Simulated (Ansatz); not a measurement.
The elements of this relaxed trial crystal are hidden behind letters.

```
lattice vectors (Å)
   5.4685    0.0000    0.0000
  -2.7342    4.7358    0.0000
   0.0000    0.0000    9.3149
fractional positions
X 0.6667 0.3333 0.9271
Z 0.3333 0.6667 0.4356
Z 0.3333 0.6667 0.0887
Z 0.6667 0.3333 0.5407
Q 0.0204 0.5102 0.0227
Q 0.4998 0.9997 0.4877
Q 0.4998 0.5002 0.4877
Q 0.4898 0.5102 0.0227
Q 0.6667 0.3333 0.7151
Q 0.3333 0.6667 0.2617
Q 0.0003 0.5002 0.4877
Q 0.4898 0.9796 0.0227
```

All numbers below come from DFT PBE, scalar-relativistic, plane waves, PAW in Ansatz 0.2.0. The final run on the 12-atom cell used 420 eV, a Γ-centred 6×6×4 mesh, 0.02 eV smearing and no spin polarisation.

- Space group: P3m1 (No. 156)
- Conventional cell: a = 5.468 Å, c = 9.315 Å
- Volume per atom: 20.10 Å³
- Density: 2.69 g/cm³
- Energy over the elements: −2.844 eV/atom
- Gap on the 6×6×4 mesh of the 12-atom cell: 4.49 eV

Energies are uncorrected and count from the elements' standard states at the same level.

Q: X is a d-block element of period 6, Z is a p-block element of period 3 and Q is a p-block element of period 2. Which elements are they?

A: X = Hf, Z = Si, Q = O, so the formula is HfSi3O8. Density times volume gives a mean mass of 2.69 × 20.10/1.6605 = 32.6 u per atom, and this set has 32.6 u. Hf is surrounded by 4 O at 1.90–1.97 Å; around Si on its first site lie 4 O at 1.62–1.65 Å; O on a site of symmetry m is surrounded by 1 Si at 1.60 Å and 1 Hf at 1.90 Å; 5 more sites not described. Other sets within the hints have nearly the same mass, so mass alone doesn't settle it; this one was computed.

Spin–orbit coupling, which can matter for Hf, is left out. Kohn–Sham gaps at this level usually fall short of measured ones. A later test with randomly moved atoms led to a structure 37 meV/atom lower, so this end is a saddle point or a shallow minimum.
